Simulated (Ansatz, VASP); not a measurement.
# GaP: VASP beside Ansatz, part 2 of 2

Aim: how closely do two programs agree when they are given the same cell, functional and k mesh? The structure shown is the end of the Ansatz relaxation below.

VASP 6.6.1 and Ansatz 0.2.0.

So far, gap on the k-mesh: step 4 (differences) 1.04.

### Step 6. VASP: single point, LDA, pair 2 (continued)

Level of this step: LDA; plane waves and PAW (P, Ga_d) (VASP).

Numbers of over 12 decimals in the logs are rounded to 6 here.

From OUTCAR (step 6):

```text
  Total        1.6085759      1.6085759      0.0205500      0.0000000      0.0000000      0.0000000
  in kB       68.9490680     68.9490680      0.8808421      0.0000000      0.0000000      0.0000000
  external PRESSURE =      46.2596594 kB  Pullay stress =       0.0000000 kB

 POSITION                                       TOTAL-FORCE (eV/Angst)
 -----------------------------------------------------------------------------------
      3.88182      3.88182      4.18598        -0.000000     -0.000000      0.000000
      0.00000      0.00000      0.00000         0.000000      0.000000      0.000000
 -----------------------------------------------------------------------------------
    total drift:                               -0.000000     -0.000000     -0.000002

  FREE ENERGIE OF THE ION-ELECTRON SYSTEM (eV)
  ---------------------------------------------------
  free  energy   TOTEN  =       -10.3884203471 eV

  energy  without entropy=      -10.3884203471  energy(sigma->0) =      -10.38842035

[... 1 part as in an earlier step ...]

[... 2 further parts left out ...]
[key lines of the parts left out:]
E-fermi :   5.9902
```

The run ends at a pressure of 4.63 GPa.

### Step 7. Side by side

Both answers:

```
              quantity  Ansatz   VASP  difference
        pressure (GPa)    4.55   4.63       -0.07
gap on the k mesh (eV)   0.916  0.917      -0.001
```

A gap on the mesh is an upper bound, since the band edges may lie between its points.

### Step 8. Ansatz: relaxation, LDA

This run makes the geometry at which the two programs are then compared. The cell compared in this pair holds 38.74 Å³, against 37.38 Å³ for the pair before.

The structure compared here is the end of the Ansatz relaxation.

input.yaml

```yaml
crystal:
  lattice:
    - [0.0, 2.6687486545, 2.6957057116]
    - [2.6687486545, 0.0, 2.6957057116]
    - [2.6687486545, 2.6687486545, 0.0]
  atoms:
    - { symbol: P, position: [0.75, 0.75, 0.75] }
    - { symbol: Ga, position: [0.0, 0.0, 0.0] }
  conventional_axes: [[-1, 1, 1], [1, -1, 1], [1, 1, -1]]
kpoints:
  mp_grid: { grid: [12, 12, 12] }
hamiltonian:
  xc: lda
  pseudopotentials: { kind: paw, azcp: { folder: soft_1 }, xc_functional: pbe }
scf:
  occupations: { method: gaussian, width: 0.02 }
output:
  forces: true
  stress: true
  eigenvalues: true
relax:
  adjacent_minimum: "off"
  f_tol: 0.001
  max_steps: 60
  cell: { stress_tol: 0.01, fix: [a, b, gamma] }
```

Run with:

```bash
> ansatz run input.yaml --threads 4 --pin off --max-ram 10240MiB --backend cpu --events-out ev --progress --plain --runs-dir out
```

Output:

```text
[...]
Crystal: 2 atoms, lattice volume = 38.399 Å³
Basis set: ecut = 420 eV, 733 PW (Γ)
Bands: 13, of which v1, the nominal top of the filled ones, is band 9 counted from 1 (8 counted from 0)
Symmetry: 8 space group operations
[...]
k-points: 163 of 1728 (time reversal used)
[...]
k-point 162: bands = [... 5 lower, -2.3181, 0.2482, 4.6196, 4.6196, 8.8941, 9.1524, 18.1644, 18.1644]
--- Relaxed structure (3 steps of the walk, 3 accepted, 1 SCFs on fresh bases) ---
[...]
cell:  # Å, volume = 38.7412 Å³
    - [0, 2.6687486545, 2.719740]
    - [2.6687486545, 0, 2.719740]
    - [2.6687486545, 2.6687486545, 0]
  atoms:
    - { symbol: P, position: [0.75, 0.75, 0.750000] }
    - { symbol: Ga, position: [0, 0, 0] }
[key lines of the parts left out:]
SCF converged after 6 iterations
Free energy (F): -4433.769037 eV
Fermi energy:    8.066457 eV
P = ⅓ Tr σ = 1.0308 GPa (10.308 kbar)
```

Between step 4 and this run (cell volume +2.4 %) the value for the gap on the k-mesh moves from 1.04 to 1.27.

### Step 9. VASP: single point, LDA, pair 3

The same cell, functional (in two slightly different forms), mesh and smearing now go to VASP, with its own data sets.

INCAR

```
SYSTEM = GaP
PREC = Accurate
ENCUT = 500
EDIFF = 1E-06
NELM = 120
ISMEAR = 0
SIGMA = 0.02
LREAL = .FALSE.
ALGO = Normal
GGA = CA
NBANDS = 15
LORBIT = 11
LWAVE = .FALSE.
LCHARG = .FALSE.
ISIF = 2
LASPH = .TRUE.
GGA_COMPAT = .FALSE.
EFERMI = MIDGAP
KPAR = 2
```

POSCAR

```
GaP
1.0
    0.0000000000      2.6687486545      2.7197402750
    2.6687486545      0.0000000000      2.7197402750
    2.6687486545      2.6687486545      0.0000000000
P Ga
1 1
Direct
    0.7500000000      0.7500000000      0.7500000000
    0.0000000000      0.0000000000      0.0000000000
```

KPOINTS

```
Automatic mesh
0
Gamma
12 12 12
0 0 0
```

PAW data sets: P and Ga_d (LDA family, release 64).

Run with:

```bash
> mpirun -np 2 vasp_std
```

Output:

```text
[... set-up lines as in an earlier step ...]
 entering main loop
       N       E                     dE             d eps       ncg     rms          rms(c)
DAV:   1     0.794027020998E+02    0.79403E+02   -0.90305E+03  5010   0.171E+03
DAV:   2    -0.453892684626E+01   -0.83942E+02   -0.80419E+02  5555   0.315E+02
DAV:   3    -0.106839095975E+02   -0.61450E+01   -0.61200E+01  6094   0.684E+01
DAV:   4    -0.107860837934E+02   -0.10217E+00   -0.10214E+00  6148   0.956E+00
[...]
DAV:  10    -0.104493093827E+02    0.41255E-05   -0.53819E-05  7519   0.925E-02    0.242E-02
DAV:  11    -0.104493153571E+02   -0.59743E-05   -0.90540E-06  6221   0.445E-02    0.778E-03
DAV:  12    -0.104493151389E+02    0.21819E-06   -0.46280E-07  4167   0.811E-03
   1 F= -.10449315E+02 E0= -.10449315E+02  d E =0.000000E+00
```

Parts of OUTCAR (step 9):

```text
  Total        0.3906381      0.3906381      0.0192504      0.0000000     -0.0000000      0.0000000
  in kB       16.1552036     16.1552036      0.7961193      0.0000000     -0.0000000      0.0000000
  external PRESSURE =      11.0355088 kB  Pullay stress =       0.0000000 kB

 POSITION                                       TOTAL-FORCE (eV/Angst)
 -----------------------------------------------------------------------------------
      4.00312      4.00312      4.07961         0.000000      0.000000      0.000000
      0.00000      0.00000      0.00000        -0.000000     -0.000000     -0.000000
 -----------------------------------------------------------------------------------
    total drift:                               -0.000000     -0.000000     -0.000000

  FREE ENERGIE OF THE ION-ELECTRON SYSTEM (eV)
  ---------------------------------------------------
  free  energy   TOTEN  =       -10.4493151389 eV

  energy  without entropy=      -10.4493151389  energy(sigma->0) =      -10.44931514

[... 1 part as in an earlier step ...]

[... 2 further parts left out ...]
[key lines of the parts left out:]
E-fermi :   5.6417
```

The run ends at a pressure of 1.10 GPa.

### Step 10. Comparison

Both answers:

```
              quantity  Ansatz   VASP  difference
        pressure (GPa)    1.03   1.10       -0.07
gap on the k mesh (eV)   1.273  1.274      -0.001
```

A gap on the mesh is an upper bound, since the band edges may lie between its points.

### Step 11. Outcome

```json
{
 "difference in gap on the k mesh (single point, LDA, pair 1)": "-0.0011 eV",
 "difference in gap on the k mesh (single point, LDA, pair 2)": "-0.0010 eV",
 "difference in gap on the k mesh (single point, LDA, pair 3)": "-9.7e-4 eV"
}
```

The difference in gap on the k mesh is -0.0011 eV (single point, LDA, pair 1), within the 0.08 eV picked in this series as the mark of a large difference. 5 further runs of this series are not shown here. How closely two codes agree says nothing of how well the functional describes the real material.

[Lines on the potential files, build, host, timing and source positions are cut from VASP's logs without a mark.]

[Logs are printed without paths, hosts, clocks, repeated set-up lines and the standing remarks that a program may print on its own settings, such as how far it seeks lower states.]

[Hosts, paths, dates, database ids (printed as entryN), source tags and the programs' standing remarks are cut or masked in the printed files.]
